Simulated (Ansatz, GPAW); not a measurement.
# bithiophene-5,5'-dithiol between two Al chains: relaxation, then transmission at several levels

How well does bithiophene-5,5'-dithiol between two Al chains conduct once its atoms have relaxed, and how much do cheaper levels lose?

Method: Ansatz plane waves; relaxation of the junction with the lead ends held; PAW set soft_1, in the first sound run; inputs show where later runs differ, in GPAW 26.7.0 and Ansatz 0.2.0.

## Step 1: The structure

The cell holds 30 atoms: 14 Al, 4 S, 8 C and 4 H. Its edges and angles: a = 15.731 Å, b = 9.000 Å, c = 42.559 Å, α = 90.0°, β = 90.0°, γ = 90.0°. Regions: left lead, 7 atoms (7 Al); channel, 16 atoms (4 S, 8 C and 4 H); right lead, 7 atoms (7 Al). Vacuum lies along a and b. The structure is stacked along c, and the current runs across the ab planes.

## Step 2: Relaxing the atoms

Transmission follows bond lengths closely, so the atoms between the held lead ends are relaxed first, from a slightly shaken start that lets symmetry break.

input.yaml

```yaml
crystal:
  lattice:
    - [15.7309042222, 0.0, 0.0]
    - [0.0, 9.0, 0.0]
    - [0.0, 0.0, 42.5591533707]
  atoms:
    - { symbol: Al, position: [0.5, 0.5, 0.0281960496] }
    - { symbol: Al, position: [0.5, 0.5, 0.0845881488] }
    - { symbol: Al, position: [0.5, 0.5, 0.1409802481] }
    - { symbol: Al, position: [0.5, 0.5, 0.1973723473] }
    - { symbol: Al, position: [0.5, 0.5, 0.2537644465] }
    - { symbol: Al, position: [0.5030029573, 0.5024776113, 0.3094728699] }
    - { symbol: Al, position: [0.4995956918, 0.4990442336, 0.368213917] }
    - { symbol: S, position: [0.6183213481, 0.5045867659, 0.3931088443] }
    - { symbol: C, position: [0.6025629719, 0.4999921726, 0.4338628272] }
    - { symbol: H, position: [0.463324528, 0.500368204, 0.4358206571] }
    - { symbol: C, position: [0.522944086, 0.5041118618, 0.4491861631] }
    - { symbol: S, position: [0.6810440054, 0.4993767701, 0.4606078515] }
    - { symbol: C, position: [0.5260003038, 0.5010299312, 0.481002574] }
    - { symbol: C, position: [0.6110097836, 0.4947394235, 0.4916677072] }
    - { symbol: H, position: [0.4754303614, 0.4982423599, 0.4961985417] }
    - { symbol: H, position: [0.7804344677, 0.4994986961, 0.5181195435] }
    - { symbol: C, position: [0.6423256827, 0.4964172565, 0.5238739248] }
    - { symbol: C, position: [0.7301203494, 0.5005541628, 0.5358079931] }
    - { symbol: S, position: [0.5733840838, 0.4962144491, 0.5552958779] }
    - { symbol: C, position: [0.73385564, 0.5012496807, 0.5681237579] }
    - { symbol: H, position: [0.7927976368, 0.5029558338, 0.5804780026] }
    - { symbol: C, position: [0.6567226141, 0.5014972149, 0.5823248447] }
    - { symbol: S, position: [0.6372270349, 0.4975919654, 0.6231015221] }
    - { symbol: Al, position: [0.5011078261, 0.4983945716, 0.6352438788] }
    - { symbol: Al, position: [0.5003148686, 0.4957198493, 0.6887358616] }
    - { symbol: Al, position: [0.5, 0.5, 0.7462355535] }
    - { symbol: Al, position: [0.5, 0.5, 0.8026276527] }
    - { symbol: Al, position: [0.5, 0.5, 0.8590197519] }
    - { symbol: Al, position: [0.5, 0.5, 0.9154118512] }
    - { symbol: Al, position: [0.5, 0.5, 0.9718039504] }
kpoints:
  mp_grid: { grid: [1, 1, 2] }
hamiltonian:
  xc: pbe
  pseudopotentials: { kind: paw, azcp: { folder: soft_1 } }
scf:
  occupations: { method: fermi_dirac, width: 0.1 }
relax:
  f_tol: 0.03
  max_steps: 80
  constraints: [{ sites: [0, 1, 2, 3, 4, 25, 26, 27, 28, 29] }]
```

Command:

```bash
$ ansatz run input.yaml --threads 4 --pin off --max-ram 8192MiB --backend cpu --events-out ev --progress --plain --runs-dir out
```

Numbers of over 12 decimals in the logs are rounded to 6 here.

The log of the run:

```text
Engine: ansatz 0.2.0, aarch64-unknown-linux-gnu
Pseudopotentials: kind: paw
Pseudopotential: Al, paw, valence charge 3, recommended cutoff 420 eV (normal), soft_1/Al.paw.azcp
Pseudopotential: S, paw, valence charge 6, recommended cutoff 420 eV (normal), soft_1/S.paw.azcp
Pseudopotential: C, paw, valence charge 4, recommended cutoff 420 eV (normal), soft_1/C.paw.azcp
Pseudopotential: H, paw, valence charge 1, recommended cutoff 420 eV (normal), soft_1/H.paw.azcp
Functional definition: PBE
  parameter kappa = 0.804
  parameter beta = 0.066725
  exchange = pbe_x(kappa = kappa, mu = beta*pi^2/3)
  correlation = pbe_c(beta = beta)
Crystal: 30 atoms, lattice volume = 6025.446 Å³
Basis set: ecut = 420 eV, 117753 PW (Γ), exchange–correlation on 216×128×576 points (8 copies of the dense FFT grid, shifted against one another)
Bands: 81, of which v1, the nominal top of the filled ones, is band 51 counted from 1 (50 counted from 0)
Symmetry: 1 space group operations
Space group: P1 (ITA 1), of the structure as read, at distance tolerance 1.8e-4 Å
k-points: 2
Non-local potential: Al, projectors of the file, l = 0: 2, l = 1: 2, l = 2: 1
Non-local potential: S, projectors of the file, l = 0: 2, l = 1: 2, l = 2: 1
Non-local potential: C, projectors of the file, l = 0: 2, l = 1: 2, l = 2: 1
Non-local potential: H, projectors of the file, l = 0: 2, l = 1: 1
PAW form: soft (Blöchl's): semilocal exchange-correlation on the pseudo side does not see the compensation charge
PAW one-centre angular grid: Al, 110 points (default); XC on 64 Gauss nodes
PAW one-centre angular grid: S, 110 points (default); XC on 64 Gauss nodes
PAW one-centre angular grid: C, 110 points (default); XC on 64 Gauss nodes
PAW one-centre angular grid: H, 110 points (default); XC on 64 Gauss nodes
Initial density: superposition of atomic densities (neutral atoms: chi_scale 0, normalization atom)
Initial wavefunctions: pseudopotential atomic-orbital guess
Functional: x = pbe(κ = 0.804, μ = 0.219515), c = pbe(β = 0.066725)
SCF iter   1: F=—  HF=-13189.523799 eV  |F-HF|=—  |Δ(HF+E_count)|=         —  Δρ=2.24e-2  dr2=7.06e1  ethr=3.10e-3  ⟨swp⟩=13.0  Hψ=1142  notcnv=0  defer=2
preconditioner: auto → LDOS  [metal: Δε(μ)=0.134 eV  Ē_g=5.380 eV  σ=0.100 eV  W_gap=0.29  n_scr=246 (ndim 8)  ℏωp=3.7 eV  f_vac=0.729  D(μ)=25.45/eV (n_scr^D=76)  β→1.0]
SCF iter   2: F=—  HF=-13178.847793 eV  |F-HF|=—  |Δ(HF+E_count)|=    1.07e1  Δρ=1.15e-2  dr2=1.22e1  ethr=3.10e-3  ⟨swp⟩=9.5  Hψ=876  notcnv=0  defer=6
SCF iter   3: F=—  HF=-13176.602519 eV  |F-HF|=—  |Δ(HF+E_count)|=    2.25e0  Δρ=3.53e-3  dr2=1.66e0  ethr=3.10e-3  ⟨swp⟩=6.5  Hψ=501  notcnv=0  defer=11
SCF iter   4: F=—  HF=-13176.210819 eV  |F-HF|=—  |Δ(HF+E_count)|=   3.92e-1  Δρ=1.01e-3  dr2=1.96e-1  ethr=1.63e-3  ⟨swp⟩=10.0  Hψ=478  notcnv=0  defer=8
SCF iter   5: F=—  HF=-13176.209741 eV  |F-HF|=—  |Δ(HF+E_count)|=   1.08e-3  Δρ=5.71e-4  dr2=6.35e-2  ethr=1.92e-4  ⟨swp⟩=5.0  Hψ=326  notcnv=0  defer=7
SCF iter   6: F=—  HF=-13176.208663 eV  |F-HF|=—  |Δ(HF+E_count)|=   1.08e-3  Δρ=3.47e-4  dr2=2.71e-2  ethr=6.22e-5  ⟨swp⟩=2.0  Hψ=262  notcnv=0  defer=6
SCF iter   7: F=—  HF=-13176.207078 eV  |F-HF|=—  |Δ(HF+E_count)|=   1.59e-3  Δρ=1.98e-4  dr2=7.20e-3  ethr=2.66e-5  ⟨swp⟩=2.0  Hψ=224  notcnv=0  defer=6
SCF iter   8: F=—  HF=-13176.206403 eV  |F-HF|=—  |Δ(HF+E_count)|=   6.75e-4  Δρ=6.76e-5  dr2=1.23e-3  ethr=7.06e-6  ⟨swp⟩=2.0  Hψ=231  notcnv=0  defer=6
SCF iter   9: F=—  HF=-13176.206466 eV  |F-HF|=—  |Δ(HF+E_count)|=   6.36e-5  Δρ=2.83e-5  dr2=1.13e-4  ethr=1.21e-6  ⟨swp⟩=2.5  Hψ=238  notcnv=0  defer=6
SCF iter  10: F=—  HF=-13176.206496 eV  |F-HF|=—  |Δ(HF+E_count)|=   2.97e-5  Δρ=1.47e-5  dr2=3.59e-5  ethr=1.11e-7  ⟨swp⟩=2.0  Hψ=220  notcnv=0  defer=6
SCF iter  11: F=-13176.206501 eV  HF=-13176.206504 eV  |F-HF|=3.15e-6  |Δ(HF+E_count)|=   7.74e-6  Δρ=7.03e-6  dr2=9.51e-6  ethr=2.21e-8  ⟨swp⟩=5.0  Hψ=548  notcnv=0
SCF 1 converged in 11 iterations: F = -13176.206501 eV  dr2 = 9.51e-6
  greatest PAW one-centre occupation: 0.861 electrons in one spin orbital (limit 2), on the S atom at site 11 (counted from 0), in its partial waves of l = 0
relax step   1: F+E_penalty+E_count = -13176.20650051 eV  Δ(F+E_penalty+E_count) = +0.000e0 eV  max|allowed force component| = 3.150e0 eV/Å  Δτ_max = 0.0000 Å  (11 SCF iters, dr2 threshold 2.25e-5 eV, accepted)
Initial density: handed on by an earlier stage of this run
Initial wavefunctions: those handed on with the density
iter 1 solved again at ethr=8.36e-4 eV; its pass at ethr=3.10e-3 eV (dr2=8.53e-1 eV) is discarded
SCF iter   1: F=—  HF=-13177.179344 eV  |F-HF|=—  |Δ(HF+E_count)|=         —  Δρ=2.10e-3  dr2=8.47e-1  ethr=8.36e-4  ⟨swp⟩=4.0  Hψ=631  notcnv=0  defer=6
preconditioner: auto → LDOS  [metal: Δε(μ)=0.060 eV  Ē_g=5.865 eV  σ=0.100 eV  W_gap=0.15  n_scr=246 (ndim 8)  ℏωp=4.2 eV  f_vac=0.758  D(μ)=21.32/eV (n_scr^D=40)  β→1.0]
SCF iter   2: F=—  HF=-13177.135463 eV  |F-HF|=—  |Δ(HF+E_count)|=   4.39e-2  Δρ=1.52e-3  dr2=2.75e-1  ethr=8.30e-4  ⟨swp⟩=8.5  Hψ=431  notcnv=0  defer=7
SCF iter   3: F=—  HF=-13177.085189 eV  |F-HF|=—  |Δ(HF+E_count)|=   5.03e-2  Δρ=6.46e-4  dr2=5.89e-2  ethr=2.69e-4  ⟨swp⟩=5.5  Hψ=449  notcnv=0  defer=7
SCF iter   4: F=—  HF=-13177.075862 eV  |F-HF|=—  |Δ(HF+E_count)|=   9.33e-3  Δρ=1.96e-4  dr2=8.76e-3  ethr=5.78e-5  ⟨swp⟩=2.0  Hψ=267  notcnv=0  defer=6
SCF iter   5: F=—  HF=-13177.075252 eV  |F-HF|=—  |Δ(HF+E_count)|=   6.10e-4  Δρ=8.00e-5  dr2=1.13e-3  ethr=8.59e-6  ⟨swp⟩=3.0  Hψ=279  notcnv=0  defer=6
SCF iter   6: F=—  HF=-13177.075328 eV  |F-HF|=—  |Δ(HF+E_count)|=   7.60e-5  Δρ=3.69e-5  dr2=2.49e-4  ethr=1.11e-6  ⟨swp⟩=2.5  Hψ=254  notcnv=0  defer=6
SCF iter   7: F=-13177.075345 eV  HF=-13177.075371 eV  |F-HF|=2.59e-5  |Δ(HF+E_count)|=   4.29e-5  Δρ=1.85e-5  dr2=5.23e-5  ethr=9.80e-8  ⟨swp⟩=3.5  Hψ=655  notcnv=0
SCF 2 converged in 7 iterations: F = -13177.075345 eV  dr2 = 5.23e-5
  greatest PAW one-centre occupation: 0.860 electrons in one spin orbital (limit 2), on the S atom at site 11 (counted from 0), in its partial waves of l = 0
relax step   2: F+E_penalty+E_count = -13177.07534508 eV  Δ(F+E_penalty+E_count) = -8.688e-1 eV  max|allowed force component| = 1.569e0 eV/Å  Δτ_max = 0.1934 Å  (7 SCF iters, dr2 threshold 1.00e-4 eV, accepted)
iter 1 solved again at ethr=5.33e-4 eV; its pass at ethr=3.10e-3 eV (dr2=5.44e-1 eV) is discarded
SCF iter   1: F=—  HF=-13177.533517 eV  |F-HF|=—  |Δ(HF+E_count)|=         —  Δρ=1.54e-3  dr2=4.91e-1  ethr=5.33e-4  ⟨swp⟩=1.0  Hψ=591  notcnv=0  defer=12
[...]
relax step  50: F+E_penalty+E_count = -13177.98365377 eV  Δ(F+E_penalty+E_count) = -3.597e-4 eV  max|allowed force component| = 1.267e-2 eV/Å  Δτ_max = 0.0538 Å  (10 SCF iters, accepted)
relax step  51: F+E_penalty+E_count = -13177.98392517 eV  Δ(F+E_penalty+E_count) = -2.714e-4 eV  max|allowed force component| = 1.081e-2 eV/Å  Δτ_max = 0.1221 Å  (11 SCF iters, accepted)
iter 1 solved again at ethr=4.44e-4 eV; its pass at ethr=3.10e-3 eV (dr2=4.53e-1 eV) is discarded
SCF iter   1: F=—  HF=-13178.082536 eV  |F-HF|=—  |Δ(HF+E_count)|=         —  Δρ=3.72e-3  dr2=4.63e-1  ethr=4.44e-4  ⟨swp⟩=1.0  Hψ=764  notcnv=0  defer=6
preconditioner: auto → LDOS  [metal: Δε(μ)=0.104 eV  Ē_g=5.772 eV  σ=0.100 eV  W_gap=0.25  n_scr=246 (ndim 8)  ℏωp=4.2 eV  f_vac=0.756  D(μ)=19.07/eV (n_scr^D=34)  β→1.0]
SCF iter   2: F=—  HF=-13178.141550 eV  |F-HF|=—  |Δ(HF+E_count)|=   5.90e-2  Δρ=1.95e-3  dr2=5.33e-1  ethr=4.44e-4  ⟨swp⟩=4.5  Hψ=624  notcnv=0  defer=8
SCF iter   3: F=—  HF=-13178.006801 eV  |F-HF|=—  |Δ(HF+E_count)|=   1.35e-1  Δρ=8.45e-4  dr2=8.51e-2  ethr=4.44e-4  ⟨swp⟩=9.0  Hψ=542  notcnv=0  defer=6
SCF iter   4: F=—  HF=-13177.985707 eV  |F-HF|=—  |Δ(HF+E_count)|=   2.11e-2  Δρ=2.62e-4  dr2=7.44e-3  ethr=8.35e-5  ⟨swp⟩=3.0  Hψ=284  notcnv=0  defer=6
SCF iter   5: F=—  HF=-13177.983844 eV  |F-HF|=—  |Δ(HF+E_count)|=   1.86e-3  Δρ=7.20e-5  dr2=3.62e-4  ethr=7.29e-6  ⟨swp⟩=2.0  Hψ=230  notcnv=0  defer=6
SCF iter   6: F=—  HF=-13177.983875 eV  |F-HF|=—  |Δ(HF+E_count)|=   3.04e-5  Δρ=2.89e-5  dr2=7.24e-5  ethr=3.55e-7  ⟨swp⟩=2.0  Hψ=242  notcnv=0  defer=6
SCF iter   7: F=—  HF=-13177.983960 eV  |F-HF|=—  |Δ(HF+E_count)|=   8.53e-5  Δρ=1.13e-5  dr2=1.15e-5  ethr=7.10e-8  ⟨swp⟩=2.0  Hψ=249  notcnv=0  defer=6
SCF iter   8: F=—  HF=-13177.983971 eV  |F-HF|=—  |Δ(HF+E_count)|=   1.13e-5  Δρ=6.11e-6  dr2=3.22e-6  ethr=1.13e-8  ⟨swp⟩=2.0  Hψ=254  notcnv=0  defer=6
SCF iter   9: F=—  HF=-13177.983976 eV  |F-HF|=—  |Δ(HF+E_count)|=   4.37e-6  Δρ=2.10e-6  dr2=4.94e-7  ethr=3.16e-9  ⟨swp⟩=2.0  Hψ=258  notcnv=0  defer=6
SCF iter  10: F=—  HF=-13177.983976 eV  |F-HF|=—  |Δ(HF+E_count)|=   6.56e-7  Δρ=1.12e-6  dr2=1.30e-7  ethr=9.80e-11  ⟨swp⟩=6.0  Hψ=622  notcnv=0
SCF iter  11: F=-13177.983977 eV  HF=-13177.983977 eV  |F-HF|=1.51e-8  |Δ(HF+E_count)|=   3.42e-8  Δρ=4.39e-7  dr2=2.58e-8  ethr=9.80e-11  ⟨swp⟩=5.0  Hψ=551  notcnv=0
SCF 52 converged in 11 iterations: F = -13177.983977 eV  dr2 = 2.58e-8
relax step  52: F+E_penalty+E_count = -13177.98397653 eV  Δ(F+E_penalty+E_count) = -5.136e-5 eV  max|allowed force component| = 1.885e-2 eV/Å  Δτ_max = 0.1319 Å  (11 SCF iters, accepted)
NSCF: frozen V_eff on 2 k-points
the band table was solved once a step of the walk had ended and its energy, with any forces and stress, was formed, with the checks that follow a solve (1270 applications of the Hamiltonian). They found nothing against the state; the energy, forces and stress were not computed again (output.eigenvalues in the input reference)
SCF converged after 11 iterations
Free energy (F): -13177.983977 eV
Harris-Foulkes:  -13177.983977 eV  (|F-HF|=1.51e-8)
Internal energy: -13177.358988 eV  (E = F + TS)
E sigma→0 (E₀):  -13177.671482 eV
Entropy (-TS):   -0.624989 eV (-20.833 meV/atom)
Fermi energy:    -3.413038 eV
--- Per-component energies (eV) ---
  E_band       = -953.884600
  E_kinetic    = 1438.911287
  E_local      = -18619.222977  (includes V_loc(G=0)·N_el)
  E_nonlocal   = 481.709695
  E_hartree    = 8541.634602
  E_xc         = -1248.430886
  E_vxc        = -1183.986978  (∫ρ·V_xc dr)
  E_paw        = -9809.849168  (= ΣΔE_a)
  E_vpaw       = -154.561026  (= ΣTr[D̂ρ^β])
  E_aug_tail   = -0.004182  (compensation charges beyond the density's cutoff)
  E_ewald      = 6037.892641
  E_smearing   = -0.624989  (= −TS)
  E_closure    = -0.000000  (closes the sum)
  Σ components = -13177.983977   (vs F -13177.983977, Δ=0.00e0)
--- Forces (eV/Å), atoms counted from 1 ---
  atom   1  Al    -0.00054469    -0.00125319    -0.02617470
  atom   2  Al     0.00453487     0.03890638    -0.05473419
  atom   3  Al    -0.00998884    -0.09343938    -0.06514874
  atom   4  Al     0.00812051     0.08827466    -0.29568983
  atom   5  Al     0.00092014    -0.01623336     0.77351982
  atom   6  Al    -0.00154932    -0.01142966    -0.01884962
  atom   7  Al    -0.00086651     0.00371016     0.01031802
  atom   8  S     -0.00015546    -0.00556710    -0.00342002
  atom   9  C      0.00741310    -0.01136878     0.00409103
  atom  10  H     -0.00129469    -0.00189949     0.00187362
  atom  11  C     -0.00676142     0.00742806    -0.00763909
  atom  12  S     -0.00389026     0.00916264    -0.00257721
  atom  13  C      0.00984510    -0.00042701     0.00455280
  atom  14  C     -0.00796678    -0.00878261     0.00240973
  atom  15  H     -0.00045946     0.00127629    -0.00388239
  atom  16  H     -0.00519094    -0.00401123     0.00368010
  atom  17  C      0.01139933     0.01161341     0.00130465
  atom  18  C     -0.00642458    -0.00113139    -0.01667198
  atom  19  S      0.00886437     0.00333899     0.00260683
  atom  20  C     -0.01130021    -0.01088166     0.01066308
  atom  21  H     -0.00438199     0.00177864    -0.00487127
  atom  22  C      0.00696079     0.00398351     0.00007576
  atom  23  S      0.00350542     0.00597339     0.00355246
  atom  24  Al    -0.00023216    -0.00282031    -0.00548079
  atom  25  Al     0.00074541     0.00227373     0.00501518
  atom  26  Al    -0.00027730     0.02366429    -0.76419799
  atom  27  Al    -0.00517018    -0.08865087     0.29404722
  atom  28  Al     0.00690785     0.09504830     0.06939347
  atom  29  Al    -0.00293461    -0.04011908     0.05574243
  atom  30  Al     0.00011564     0.00163929     0.02648907
  max |Σ_I F_I| component: 5.69e-5 eV/Å
--- Band table (eV) ---
  k-point 0: bands = [... 47 lower, -3.7407, -3.6452, -3.5814, -3.4834, -3.3736, -3.2581, -3.1185, -2.9880, ... 26 higher]
  k-point 1: bands = [... 47 lower, -3.7405, -3.6476, -3.5816, -3.4786, -3.3737, -3.2651, -3.1187, -2.9784, ... 26 higher]
--- Relaxed structure (52 steps of the walk, 52 accepted, 0 SCFs on fresh bases) ---
  F+E_penalty+E_count = -13177.98397653 eV   max|allowed force component| = 1.885e-2 eV/Å
  atoms:
    - { symbol: Al, position: [0.500000, 0.5, 0.0281960496] }
    - { symbol: Al, position: [0.500000, 0.5, 0.0845881488] }
    - { symbol: Al, position: [0.500000, 0.5, 0.1409802481] }
    - { symbol: Al, position: [0.500000, 0.5, 0.1973723473] }
    - { symbol: Al, position: [0.500000, 0.5, 0.2537644465] }
    - { symbol: Al, position: [0.511741, 0.677114, 0.300696] }
    - { symbol: Al, position: [0.502414, 0.577372, 0.358534] }
    - { symbol: S, position: [0.505011, 0.744355, 0.397834] }
    - { symbol: C, position: [0.484686, 0.631995, 0.430838] }
    - { symbol: H, position: [0.364315, 0.523612, 0.420703] }
    - { symbol: C, position: [0.416421, 0.539812, 0.437179] }
    - { symbol: S, position: [0.554142, 0.636538, 0.462609] }
    - { symbol: C, position: [0.420286, 0.474340, 0.467334] }
    - { symbol: C, position: [0.491097, 0.515882, 0.484662] }
    - { symbol: H, position: [0.371791, 0.399476, 0.476454] }
    - { symbol: H, position: [0.632734, 0.593943, 0.524813] }
    - { symbol: C, position: [0.514864, 0.473710, 0.516181] }
    - { symbol: C, position: [0.584913, 0.517194, 0.533726] }
    - { symbol: S, position: [0.452691, 0.350556, 0.537966] }
    - { symbol: C, position: [0.588894, 0.451362, 0.563843] }
    - { symbol: H, position: [0.640509, 0.468922, 0.580474] }
    - { symbol: C, position: [0.521343, 0.357168, 0.569949] }
    - { symbol: S, position: [0.501288, 0.244329, 0.602912] }
    - { symbol: Al, position: [0.501543, 0.413201, 0.641839] }
    - { symbol: Al, position: [0.492195, 0.318560, 0.700067] }
    - { symbol: Al, position: [0.500000, 0.5, 0.7462355535] }
    - { symbol: Al, position: [0.500000, 0.5, 0.802628] }
    - { symbol: Al, position: [0.500000, 0.5, 0.8590197519] }
    - { symbol: Al, position: [0.500000, 0.5, 0.9154118512] }
    - { symbol: Al, position: [0.500000, 0.5, 0.9718039504] }
```

Wall time 19 min (4 threads of Arm Neoverse V1, shared host); peak memory 6.1 GiB; 73 min of CPU time.

Relaxation path (22 of 52):

```csv
step,energy less that of the first step (eV),largest force component (eV/Å)
1,0.0000,3.1499
3,-1.2697,0.4402
6,-1.5142,0.0900
8,-1.5673,0.0865
11,-1.6084,0.0618
13,-1.6346,0.0670
16,-1.6482,0.0764
18,-1.6564,0.1215
20,-1.6712,0.0576
23,-1.6854,0.0759
25,-1.6971,0.1249
28,-1.7140,0.1034
30,-1.7284,0.1179
33,-1.7446,0.1166
35,-1.7541,0.0991
37,-1.7604,0.0831
40,-1.7666,0.0990
42,-1.7706,0.0663
45,-1.7741,0.1043
47,-1.7759,0.0351
50,-1.7772,0.0127
52,-1.7775,0.0188
```

The atoms that moved most (Å):

```csv
atom,dx,dy,dz,length
S23,-2.138,-2.279,-0.859,3.241
S8,-1.782,2.158,0.201,2.806
C22,-2.130,-1.299,-0.527,2.550
H16,-2.323,0.850,0.285,2.490
S19,-1.899,-1.311,-0.738,2.422
H21,-2.396,-0.306,0.000,2.415
S12,-1.996,1.234,0.085,2.349
C20,-2.280,-0.449,-0.182,2.331
```

Final coordinates:

```cif
data_structure
_symmetry_space_group_name_H-M 'P 1'
_symmetry_Int_Tables_number 1
_cell_length_a 15.7309
_cell_length_b 9.0000
_cell_length_c 42.5592
_cell_angle_alpha 90.000
_cell_angle_beta 90.000
_cell_angle_gamma 90.000
_cell_volume 6025.45
loop_
_atom_site_label
_atom_site_type_symbol
_atom_site_fract_x
_atom_site_fract_y
_atom_site_fract_z
_atom_site_occupancy
Al1 Al 0.50000 0.50000 0.02820 1
Al2 Al 0.50000 0.50000 0.08459 1
Al3 Al 0.50000 0.50000 0.14098 1
Al4 Al 0.50000 0.50000 0.19737 1
Al5 Al 0.50000 0.50000 0.25376 1
Al6 Al 0.51174 0.67711 0.30070 1
Al7 Al 0.50241 0.57737 0.35853 1
S8 S 0.50501 0.74435 0.39783 1
C9 C 0.48469 0.63200 0.43084 1
H10 H 0.36431 0.52361 0.42070 1
C11 C 0.41642 0.53981 0.43718 1
S12 S 0.55414 0.63654 0.46261 1
C13 C 0.42029 0.47434 0.46733 1
C14 C 0.49110 0.51588 0.48466 1
H15 H 0.37179 0.39948 0.47645 1
H16 H 0.63273 0.59394 0.52481 1
C17 C 0.51486 0.47371 0.51618 1
C18 C 0.58491 0.51719 0.53373 1
S19 S 0.45269 0.35056 0.53797 1
C20 C 0.58889 0.45136 0.56384 1
H21 H 0.64051 0.46892 0.58047 1
C22 C 0.52134 0.35717 0.56995 1
S23 S 0.50129 0.24433 0.60291 1
Al24 Al 0.50154 0.41320 0.64184 1
Al25 Al 0.49219 0.31856 0.70007 1
Al26 Al 0.50000 0.50000 0.74624 1
Al27 Al 0.50000 0.50000 0.80263 1
Al28 Al 0.50000 0.50000 0.85902 1
Al29 Al 0.50000 0.50000 0.91541 1
Al30 Al 0.50000 0.50000 0.97180 1
```

Numbers from this step:

* free energy: -13177.9840 eV
* smearing term TS: 0.6250 eV
* symmetry operations: 1

The relaxation lowered the energy of the cell by 1.78 eV.

(Part 1 of 4 ends here.)

[Logs are printed without paths, hosts, clocks, repeated set-up lines and the standing remarks that a program may print on its own settings, such as how far it seeks lower states.]

[Hosts, paths, dates, database ids (printed as entryN), source tags and the programs' standing remarks are cut or masked in the printed files.]
